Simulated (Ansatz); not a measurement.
**Si2W: equation of state with PBEsol**

The system is Si2W.

```
W Si
1.0
    -1.60690    1.60690    3.91495
     1.60690   -1.60690    3.91495
     1.60690    1.60690   -3.91495
W Si
1 2
Direct
  0.00000 0.00000 0.00000
  0.66530 0.66530 0.00000
  0.33470 0.33470 0.00000
```

```
Program             : Ansatz 0.2.0
Task                : equation of state
Functional          : PBEsol
Potentials or basis : all-electron LAPW, scalar-relativistic
Basis error allowed : 0.001 eV/atom
k mesh              : 12 × 12 × 12
Occupations         : fermi-dirac, width 0.05 eV
Spin                : no spin polarisation
```

```json
{"Equilibrium volume": "13.36 Å³/atom", "Bulk modulus at fixed shape and positions": "234 GPa", "Pressure derivative of the bulk modulus": "4.4"}
```

Energy against volume, from the lowest point:
```
volume (Å³/atom)  energy (meV/atom)
          12.670              28.08
          12.939               9.61
          13.209               0.57
          13.479               0.00
          13.748               7.03
          14.018              20.87
          14.287              40.84
```

All runs of the series together: 3.6 min on 2 threads of Arm Neoverse V2, on a shared host.

Caveat: the cell was scaled at fixed shape and fractional positions, which overstates the stiffness of a crystal with free parameters, most of all of layers and chains. The run has no spin-orbit coupling, so splittings on W are missing.
